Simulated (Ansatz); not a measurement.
# Ga (Cmcm) in Ansatz: equation of state

How stiff is Ga in PBEsol, and what volume does it want? The cell is scaled to several volumes.

All numbers are computed with Ansatz 0.2.0; they aren't measurements. Logs are shortened: lines on timing, memory, paths and dates and some standing lists are left out, and cuts for length are marked.

### 1 The structure

Symmetry: Cmcm, No. 63, orthorhombic system. Conventional cell: a = 2.900 Å, b = 8.130 Å, c = 3.170 Å, α = 90.00°, β = 90.00°, γ = 90.00°. Ga (site symmetry m2m) has 8 Ga at 2.68 to 2.90 Å as nearest neighbours.

This isn't the form of Ga at room conditions, which is orthorhombic.

### 2 Equation of state, PBEsol

Potentials or basis: all-electron LAPW, scalar-relativistic.

This step only gathers the single runs of the series.

Results:

| Quantity | Value |
| --- | --- |
| Equilibrium volume | 18.00 Å³/atom |
| Bulk modulus at fixed shape and positions | 62 GPa |
| Pressure derivative of the bulk modulus | 5.2 |

Energy against volume, from the lowest point:
| volume (Å³/atom) | energy (meV/atom) |
| --- | --- |
| 17.564 | 2.10 |
| 17.937 | 0.00 |
| 18.311 | 0.95 |
| 18.685 | 4.58 |
| 19.058 | 10.58 |
| 19.432 | 18.65 |
| 19.806 | 28.53 |

Caveat: the cell was scaled at fixed shape and fractional positions, which overstates the stiffness of a crystal with free parameters, most of all of layers and chains.
